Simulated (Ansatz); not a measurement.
# Copper, beta-Sn type under revPBE: structure, energy and stiffness, part 2 of 2

Aim: take copper in the beta-Sn type structure, relax it, solve it on a dense k-mesh, then scale the cell to 7 volumes from 88 to 112 % of the relaxed one and try a fit of the equation of state. Spin polarisation is left out. The k-meshes are 14×14×10 for the relaxation; 26×26×12 for the dense run; 18×18×9 for the volumes.

Ansatz 0.2.0; DFT, revPBE, plane waves (420 eV) with PAW, scalar-relativistic.

### 4 The cell scaled to 88 % of its volume

Contents of input.yaml:

```yaml
crystal:
  lattice:
    - [-1.6677822471, 1.3724268742, 1.2231934025]
    - [1.3724268742, -1.6677822471, 1.2231934025]
    - [3.1221790162, 3.1221790162, -1.7641373091]
  atoms:
    - { symbol: Cu, position: [0.9585276499, 0.0414723501, 1.0] }
    - { symbol: Cu, position: [0.7914723501, 0.2085276499, 0.5] }
hamiltonian:
  xc: revpbe
  pseudopotentials:
    kind: paw
    azcp:
      Cu: "pseudopotentials/Cu.paw.azcp"
basis:
  ecutwfc: 420
  fft_grid_basis: typed
kpoints:
  mp_grid: { grid: [18, 18, 9], shift: [0, 0, 0] }
magnetization:
  spin_polarized: false
scf:
  occupations: { method: fermi_dirac, width: 0.1 }
  lower_state_search: "off"
output:
  stress: true
```

The program printed (excerpt; [...] marks lines left out):

```text
Warning: RAYON_NUM_THREADS=2 ignored (pool sized by the plan → 2); use --threads N
[...]
Pseudopotentials: kind: paw
Pseudopotential: Cu, paw, valence charge 19, recommended cutoff 420 eV (normal), <dir>
Functional definition: revPBE
[...]
Crystal: 2 atoms, lattice volume = 21.637 Å³
Basis set: ecut = 420 eV, 391 PW (Γ)
Bands: 23, of which v1, the nominal top of the filled ones, is band 19 counted from 1 (18 counted from 0)
Symmetry: 4 space group operations
Space group: C2/c (ITA 15), of the structure as read, at distance tolerance 2.8e-5 Å
k-points: 775 of 2916
[...]
SCF iter   1: F=—  HF=-13257.561810 eV  |F-HF|=—  |Δ(HF+E_count)|=         —  Δρ=6.36e-3  dr2=4.20e-3  ethr=1.77e-3  ⟨swp⟩=5.4  Hψ=66162  notcnv=0
[...]
SCF iter   6: F=-13257.561293 eV  HF=-13257.561293 eV  |F-HF|=9.09e-12  |Δ(HF+E_count)|=  2.98e-10  Δρ=4.11e-7  dr2=1.70e-11  ethr=2.18e-12  ⟨swp⟩=1.7  Hψ=54730  notcnv=0
[...]
SCF converged after 6 iterations
Free energy (F): -13257.561293 eV
[...]
E sigma→0 (E₀):  -13257.549855 eV
Entropy (-TS):   -0.022875 eV (-11.437 meV/atom)
Fermi energy:    18.830456 eV
[...]
--- Stress (GPa, compression-positive) ---
       22.432963       0.210517       0.073217
        0.210517      22.432963       0.073217
        0.073217       0.073217      22.080368
  P = ⅓ Tr σ = 22.3154 GPa (223.154 kbar)
```

Wall time 8.4 s (2 threads of an Arm CPU, shared host); peak memory 0.55 GiB.

### 5 The cell scaled to 92 % of its volume

input.yaml: that of step 4 with these lines changed.

```diff
@@ -2,5 +2,5 @@
   lattice:
-    - [-1.6677822471, 1.3724268742, 1.2231934025]
-    - [1.3724268742, -1.6677822471, 1.2231934025]
-    - [3.1221790162, 3.1221790162, -1.7641373091]
+    - [-1.6926781899, 1.3929138778, 1.2414527125]
+    - [1.3929138778, -1.6926781899, 1.2414527125]
+    - [3.1687855742, 3.1687855742, -1.7904715991]
   atoms:
```

The program printed (excerpt; [...] marks lines left out):

```text
Warning: RAYON_NUM_THREADS=2 ignored (pool sized by the plan → 2); use --threads N
[...]
[... 3 set-up lines as earlier in the session ...]
[...]
Crystal: 2 atoms, lattice volume = 22.621 Å³
Basis set: ecut = 420 eV, 451 PW (Γ)
Bands: 23, of which v1, the nominal top of the filled ones, is band 19 counted from 1 (18 counted from 0)
[... 2 set-up lines as earlier in the session ...]
k-points: 775 of 2916
[...]
SCF iter   1: F=—  HF=-13257.669085 eV  |F-HF|=—  |Δ(HF+E_count)|=         —  Δρ=6.45e-3  dr2=4.59e-3  ethr=1.77e-3  ⟨swp⟩=4.9  Hψ=65361  notcnv=0
[...]
SCF iter   6: F=-13257.668480 eV  HF=-13257.668480 eV  |F-HF|=1.64e-11  |Δ(HF+E_count)|=  5.42e-10  Δρ=5.30e-7  dr2=2.64e-11  ethr=3.13e-12  ⟨swp⟩=1.7  Hψ=53589  notcnv=0
[...]
SCF converged after 6 iterations
Free energy (F): -13257.668480 eV
[...]
E sigma→0 (E₀):  -13257.656754 eV
Entropy (-TS):   -0.023452 eV (-11.726 meV/atom)
Fermi energy:    17.803396 eV
[...]
--- Stress (GPa, compression-positive) ---
       13.087527       0.214817       0.068726
        0.214817      13.087527       0.068726
        0.068726       0.068726      12.771658
  P = ⅓ Tr σ = 12.9822 GPa (129.822 kbar)
```

Run time: 8.7 s. Hardware: 2 threads of an Arm CPU, shared host; peak memory 0.56 GiB.

### 6 The cell scaled to 96 % of its volume

input.yaml: that of step 5 with these lines changed.

```diff
@@ -2,5 +2,5 @@
   lattice:
-    - [-1.6926781899, 1.3929138778, 1.2414527125]
-    - [1.3929138778, -1.6926781899, 1.2414527125]
-    - [3.1687855742, 3.1687855742, -1.7904715991]
+    - [-1.7168625743, 1.4128153362, 1.2591901476]
+    - [1.4128153362, -1.7168625743, 1.2591901476]
+    - [3.2140600564, 3.2140600564, -1.816053221]
   atoms:
```

The program printed (excerpt; [...] marks lines left out):

```text
Warning: RAYON_NUM_THREADS=2 ignored (pool sized by the plan → 2); use --threads N
[...]
[... 3 set-up lines as earlier in the session ...]
[...]
Crystal: 2 atoms, lattice volume = 23.604 Å³
Basis set: ecut = 420 eV, 463 PW (Γ)
Bands: 23, of which v1, the nominal top of the filled ones, is band 19 counted from 1 (18 counted from 0)
[... 2 set-up lines as earlier in the session ...]
k-points: 775 of 2916
[...]
SCF iter   1: F=—  HF=-13257.725499 eV  |F-HF|=—  |Δ(HF+E_count)|=         —  Δρ=6.59e-3  dr2=5.05e-3  ethr=1.77e-3  ⟨swp⟩=4.7  Hψ=64799  notcnv=0
[...]
SCF iter   6: F=-13257.724828 eV  HF=-13257.724828 eV  |F-HF|=7.28e-12  |Δ(HF+E_count)|=  9.73e-10  Δρ=4.58e-7  dr2=3.27e-11  ethr=7.02e-12  ⟨swp⟩=1.8  Hψ=53601  notcnv=0
[...]
SCF converged after 6 iterations
Free energy (F): -13257.724828 eV
[...]
E sigma→0 (E₀):  -13257.712883 eV
Entropy (-TS):   -0.023889 eV (-11.945 meV/atom)
Fermi energy:    16.865645 eV
[...]
--- Stress (GPa, compression-positive) ---
        5.767682       0.218392       0.065594
        0.218392       5.767682       0.065594
        0.065594       0.065594       5.477671
  P = ⅓ Tr σ = 5.6710 GPa (56.710 kbar)
```

It took 8.7 s on 2 threads of an Arm CPU, shared host; peak memory 0.56 GiB.

### 7 The cell scaled to 100 % of its volume

input.yaml: that of step 6 with these lines changed.

```diff
@@ -2,5 +2,5 @@
   lattice:
-    - [-1.7168625743, 1.4128153362, 1.2591901476]
-    - [1.4128153362, -1.7168625743, 1.2591901476]
-    - [3.2140600564, 3.2140600564, -1.816053221]
+    - [-1.7403841626, 1.4321713762, 1.2764414714]
+    - [1.4321713762, -1.7403841626, 1.2764414714]
+    - [3.2580937481, 3.2580937481, -1.8409337542]
   atoms:
@@ -26 +26,5 @@
   stress: true
+  write_density: true
+  write_potential: true
+  elf: true
+  volumetric_format: npy
```

The program printed (excerpt; [...] marks lines left out):

```text
Warning: RAYON_NUM_THREADS=2 ignored (pool sized by the plan → 2); use --threads N
[...]
[... 3 set-up lines as earlier in the session ...]
[...]
Crystal: 2 atoms, lattice volume = 24.588 Å³
Basis set: ecut = 420 eV, 489 PW (Γ)
Bands: 23, of which v1, the nominal top of the filled ones, is band 19 counted from 1 (18 counted from 0)
[... 2 set-up lines as earlier in the session ...]
k-points: 775 of 2916
[...]
SCF iter   1: F=—  HF=-13257.742061 eV  |F-HF|=—  |Δ(HF+E_count)|=         —  Δρ=6.66e-3  dr2=5.43e-3  ethr=1.77e-3  ⟨swp⟩=4.7  Hψ=64931  notcnv=0
[...]
SCF iter   6: F=-13257.741339 eV  HF=-13257.741339 eV  |F-HF|=4.37e-11  |Δ(HF+E_count)|=  9.73e-10  Δρ=4.97e-7  dr2=4.76e-11  ethr=1.12e-11  ⟨swp⟩=5.1  Hψ=98390  notcnv=0
[...]
SCF converged after 6 iterations
Free energy (F): -13257.741339 eV
[...]
E sigma→0 (E₀):  -13257.729248 eV
Entropy (-TS):   -0.024184 eV (-12.092 meV/atom)
Fermi energy:    16.005958 eV
[...]
--- Stress (GPa, compression-positive) ---
        0.027335       0.222312       0.063426
        0.222312       0.027335       0.063426
        0.063426       0.063426      -0.243700
  P = ⅓ Tr σ = -0.0630 GPa (-0.630 kbar)
--- Band table (eV; the first three rows and the last of 775) ---
  k-point 0: bands = ["-96.5479", "-96.5367", "-53.9037", "-53.8286", "-53.8284", "-53.8147", "-53.8147", "-53.8125", "6.9315", "11.1673", "13.1462", "13.2041", "13.2064", "13.4009", "13.4012", "13.6703", "13.6739", "14.3768", "14.3796", "15.0876", "19.5927", "37.0197", "37.1036"]
[...]
```

Wall time 13 s (2 threads of an Arm CPU, shared host); peak memory 0.59 GiB.

Density in a lattice plane of the grid's cell (edges 2.59 and 4.96 Å, at 0.041 of the third edge), which holds Cu.

Ten even steps from '0' (0.14 e/Å³) to '9' (57.13 e/Å³):
```
510000000136
100000000011
000000000000
000000000000
000000000000
000000000000
000000000000
000000000000
000000001100
000000012310
000000023310
000000011100
000000000000
000000000000
000000000000
000000000000
000000000000
110000000001
631000000025
941000000149
```
Columns run along the first of these edges and rows up along the second, over one cell in 12 and 20 even steps from the bottom left corner. Atoms in the plane (fractional): Cu at (0.96, 0.00).

ELF in the same plane.

Ten even steps from '0' (0.16) to '9' (0.89):
```
731000000257
210000000123
000001000000
000011000000
001111100000
001111100000
000110000000
000100000000
000100011210
000000124421
000000135520
000000123210
011000001000
011000000000
000000000000
000001111000
000000110000
321000100012
852000000137
962000000269
```
Columns run along the first of these edges and rows up along the second, over one cell in 12 and 20 even steps from the bottom left corner. Atoms in the plane (fractional): Cu at (0.96, 0.00).

Both are smooth fields of the valence electrons: close to the nuclei they are not physical.

### 8 The cell scaled to 104 % of its volume

input.yaml: that of step 7 with these lines changed.

```diff
@@ -2,5 +2,5 @@
   lattice:
-    - [-1.7403841626, 1.4321713762, 1.2764414714]
-    - [1.4321713762, -1.7403841626, 1.2764414714]
-    - [3.2580937481, 3.2580937481, -1.8409337542]
+    - [-1.7632865806, 1.4510178977, 1.2932386802]
+    - [1.4510178977, -1.7632865806, 1.2932386802]
+    - [3.3009683194, 3.3009683194, -1.8651593448]
   atoms:
```

The program printed (excerpt; [...] marks lines left out):

```text
Warning: RAYON_NUM_THREADS=2 ignored (pool sized by the plan → 2); use --threads N
[...]
[... 3 set-up lines as earlier in the session ...]
[...]
Crystal: 2 atoms, lattice volume = 25.571 Å³
Basis set: ecut = 420 eV, 525 PW (Γ)
Bands: 23, of which v1, the nominal top of the filled ones, is band 19 counted from 1 (18 counted from 0)
[... 2 set-up lines as earlier in the session ...]
k-points: 775 of 2916
[...]
SCF iter   1: F=—  HF=-13257.727351 eV  |F-HF|=—  |Δ(HF+E_count)|=         —  Δρ=6.64e-3  dr2=5.66e-3  ethr=1.77e-3  ⟨swp⟩=4.6  Hψ=64997  notcnv=0
[...]
SCF iter   6: F=-13257.726601 eV  HF=-13257.726601 eV  |F-HF|=7.46e-11  |Δ(HF+E_count)|=  8.08e-10  Δρ=4.65e-7  dr2=4.70e-11  ethr=1.39e-11  ⟨swp⟩=5.3  Hψ=101380  notcnv=0
[...]
SCF converged after 6 iterations
Free energy (F): -13257.726601 eV
[...]
E sigma→0 (E₀):  -13257.714422 eV
Entropy (-TS):   -0.024358 eV (-12.179 meV/atom)
Fermi energy:    15.214855 eV
[...]
--- Stress (GPa, compression-positive) ---
       -4.474340       0.226154       0.061463
        0.226154      -4.474340       0.061463
        0.061463       0.061463      -4.727813
  P = ⅓ Tr σ = -4.5588 GPa (-45.588 kbar)
--- Band table (eV; the first three rows and the last of 775) ---
  k-point 0: bands = ["-97.2494", "-97.2402", "-54.6003", "-54.5366", "-54.5363", "-54.5247", "-54.5244", "-54.5224", "6.4263", "10.5810", "12.4652", "12.5204", "12.5225", "12.7047", "12.7050", "12.9582", "12.9617", "13.6236", "13.6261", "14.4064", "18.6148", "35.7377", "35.7512"]
[...]
```

It took 13 s on 2 threads of an Arm CPU, shared host; peak memory 0.6 GiB.

### 9 The cell scaled to 108 % of its volume

input.yaml: that of step 8 with these lines changed.

```diff
@@ -2,5 +2,5 @@
   lattice:
-    - [-1.7632865806, 1.4510178977, 1.2932386802]
-    - [1.4510178977, -1.7632865806, 1.2932386802]
-    - [3.3009683194, 3.3009683194, -1.8651593448]
+    - [-1.7856090336, 1.4693871629, 1.3096105281]
+    - [1.4693871629, -1.7856090336, 1.3096105281]
+    - [3.3427571648, 3.3427571648, -1.8887714634]
   atoms:
```

The program printed (excerpt; [...] marks lines left out):

```text
Warning: RAYON_NUM_THREADS=2 ignored (pool sized by the plan → 2); use --threads N
[...]
[... 3 set-up lines as earlier in the session ...]
[...]
Crystal: 2 atoms, lattice volume = 26.555 Å³
Basis set: ecut = 420 eV, 549 PW (Γ)
Bands: 23, of which v1, the nominal top of the filled ones, is band 19 counted from 1 (18 counted from 0)
[... 1 set-up line as earlier in the session ...]
Space group: C2/c (ITA 15), of the structure as read, at distance tolerance 3.0e-5 Å
k-points: 775 of 2916
[...]
SCF iter   1: F=—  HF=-13257.688153 eV  |F-HF|=—  |Δ(HF+E_count)|=         —  Δρ=6.56e-3  dr2=5.75e-3  ethr=1.77e-3  ⟨swp⟩=4.7  Hψ=65095  notcnv=0
[...]
SCF iter   6: F=-13257.687385 eV  HF=-13257.687385 eV  |F-HF|=1.07e-8  |Δ(HF+E_count)|=   1.09e-7  Δρ=8.04e-6  dr2=1.69e-8  ethr=2.63e-10  ⟨swp⟩=7.6  Hψ=113730  notcnv=0
[...]
SCF converged after 6 iterations
Free energy (F): -13257.687385 eV
[...]
E sigma→0 (E₀):  -13257.675165 eV
Entropy (-TS):   -0.024441 eV (-12.221 meV/atom)
Fermi energy:    14.484366 eV
[...]
--- Stress (GPa, compression-positive) ---
       -7.998218       0.228093       0.059305
        0.228093      -7.998218       0.059305
        0.059305       0.059305      -8.234441
  P = ⅓ Tr σ = -8.0770 GPa (-80.770 kbar)
--- Band table (eV; the first three rows and the last of 775) ---
  k-point 0: bands = ["-97.8982", "-97.8907", "-55.2453", "-55.1912", "-55.1907", "-55.1808", "-55.1804", "-55.1786", "5.9622", "10.0376", "11.8340", "11.8868", "11.8888", "12.0599", "12.0602", "12.2988", "12.3023", "12.9270", "12.9292", "13.7778", "17.7112", "34.4686", "34.4816"]
[...]
```

Wall time 14 s (2 threads of an Arm CPU, shared host); peak memory 0.61 GiB.

### 10 The cell scaled to 112 % of its volume

input.yaml: that of step 9 with these lines changed.

```diff
@@ -2,5 +2,5 @@
   lattice:
-    - [-1.7856090336, 1.4693871629, 1.3096105281]
-    - [1.4693871629, -1.7856090336, 1.3096105281]
-    - [3.3427571648, 3.3427571648, -1.8887714634]
+    - [-1.8073868999, 1.4873082848, 1.3255829624]
+    - [1.4873082848, -1.8073868999, 1.3255829624]
+    - [3.3835265141, 3.3835265141, -1.9118075321]
   atoms:
@@ -26,5 +26 @@
   stress: true
-  write_density: true
-  write_potential: true
-  elf: true
-  volumetric_format: npy
```

The program printed (excerpt; [...] marks lines left out):

```text
Warning: RAYON_NUM_THREADS=2 ignored (pool sized by the plan → 2); use --threads N
[...]
[... 3 set-up lines as earlier in the session ...]
[...]
Crystal: 2 atoms, lattice volume = 27.538 Å³
Basis set: ecut = 420 eV, 549 PW (Γ)
Bands: 23, of which v1, the nominal top of the filled ones, is band 19 counted from 1 (18 counted from 0)
[... 2 set-up lines as earlier in the session ...]
k-points: 775 of 2916
[...]
SCF iter   1: F=—  HF=-13257.629803 eV  |F-HF|=—  |Δ(HF+E_count)|=         —  Δρ=6.41e-3  dr2=5.70e-3  ethr=1.77e-3  ⟨swp⟩=4.6  Hψ=65083  notcnv=0
[...]
SCF iter   6: F=-13257.629047 eV  HF=-13257.629047 eV  |F-HF|=1.10e-8  |Δ(HF+E_count)|=   1.21e-7  Δρ=7.64e-6  dr2=1.56e-8  ethr=2.63e-10  ⟨swp⟩=4.1  Hψ=65383  notcnv=0
[...]
SCF converged after 6 iterations
Free energy (F): -13257.629047 eV
[...]
E sigma→0 (E₀):  -13257.616815 eV
Entropy (-TS):   -0.024464 eV (-12.232 meV/atom)
Fermi energy:    13.807674 eV
[...]
--- Stress (GPa, compression-positive) ---
      -10.744657       0.226767       0.056827
        0.226767     -10.744657       0.056827
        0.056827       0.056827     -10.963783
  P = ⅓ Tr σ = -10.8177 GPa (-108.177 kbar)
```

Wall time 9.8 s (2 threads of an Arm CPU, shared host); peak memory 0.6 GiB.

### 11 Fitting the volumes

The cell was scaled evenly, with its shape and the fractional positions fixed.

```
V (Å³/atom)  E − E₀ (meV/atom)  P from the stress (GPa)  P from the fit (GPa)
     10.819               89.7                    22.32                 22.28
     11.310               36.2                    12.98                 12.94
     11.802                8.2                     5.67                  5.64
     12.294                0.0                    -0.06                 -0.08
     12.786                7.4                    -4.56                 -4.56
     13.277               27.0                    -8.08                 -8.08
     13.769               56.2                   -10.82                -10.82
```

A third-order Birch-Murnaghan fit gives V₀ = 12.286 Å³/atom, B₀ = 127 GPa and B₀′ = 5.1; it misses no point by more than 0.01 meV/atom.

### 12 Results

The summary covers parts 1 to 2.

| quantity | value |
| --- | --- |
| space group (spins left aside) | P6_3/mmc (No. 194) |
| conventional cell | a = 2.590 Å, c = 4.232 Å (c/a = 1.634) |
| volume | 12.294 Å³/atom |
| shortest distance | 2.590 Å |
| gap on the mesh | none (levels filled in part) |
| relative to fcc | +9 meV/atom |
| V₀, B₀, B₀′ | 12.286 Å³/atom, 127 GPa, 5.1 |

The relaxation shrank the cell by 0.9 % in volume. The cell has left its prototype: it ends as hcp. What follows belongs to that structure, not to the type named at the start. The mesh has less symmetry than the lattice, which may have let the distortion in. It lies 9 meV/atom above the element's reference form at the same level (fcc, from a run of its own). Levels at the Fermi energy are filled in part, as in a metal. B₀ comes out at 127 GPa; letting shape and positions relax at each volume could only lower it.
